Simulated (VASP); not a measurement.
**AgCl: single point with PBE**

AgCl:

```
CELL_PARAMETERS angstrom
3.39559 -0.09100 0.00000
-0.09100 3.39559 0.00000
0.00000 0.00000 3.39559
ATOMIC_POSITIONS crystal
Ag 0.00000 0.00000 0.00000
Cl 0.50000 0.50000 0.50000
```

The cell was built by a generator and needn't be a form met in nature.

The cell isn't the ideal one: shear_xy strain -5.4%.

```json
{"Program": "VASP 6.6.1", "Task": "single point", "Functional": "PBE", "Potentials or basis": "VASP PAW PBE potentials, release 64 (Ag, Cl)", "Cutoff": "520 eV", "k mesh": "8 × 8 × 8", "Occupations": "fermi-dirac, width 0.02 eV", "Spin": "no spin polarisation"}
```

```
Pressure               : 1.6 GPa
Band gap on the k mesh : 0.43 eV, indirect (least direct gap 2.10 eV)
```

Stress tensor (GPa, compression positive):
```
 1.58 -0.57  0.00
-0.57  1.58  0.00
 0.00  0.00  1.59
```

Levels at points of the mesh, in eV from the valence-band top:
```csv
k point,band 5,band 6,band 7,band 8,band 9,band 10,band 11,band 12,band 13,band 14
"(0.00, 0.00, 0.00)",-2.04,-2.00,-1.91,-1.80,-1.67,0.43,9.23,9.24,13.36,13.75
"(0.50, 0.00, 0.00)",-2.84,-1.97,-1.64,-0.19,-0.16,4.74,5.53,9.00,9.84,10.02
"(0.50, 0.50, 0.00)",-2.34,-2.34,-2.33,-1.71,-1.14,2.63,8.60,9.20,10.47,13.42
"(0.00, 0.00, 0.50)",-2.87,-1.99,-1.63,-0.35,0.00,4.76,5.52,9.15,9.71,10.02
"(0.50, 0.00, 0.50)",-2.38,-2.33,-2.29,-1.71,-1.14,2.61,8.87,8.93,10.44,13.55
"(0.50, 0.50, 0.50)",-1.69,-1.69,-0.47,-0.35,-0.21,4.29,4.54,4.77,6.79,17.25
```

Wall time 24 s on 1 thread of Intel(R) Xeon(R) 6975P-C (Granite Rapids), on a shared host, peak memory 0.18 GiB.

A k mesh can miss the band edges.
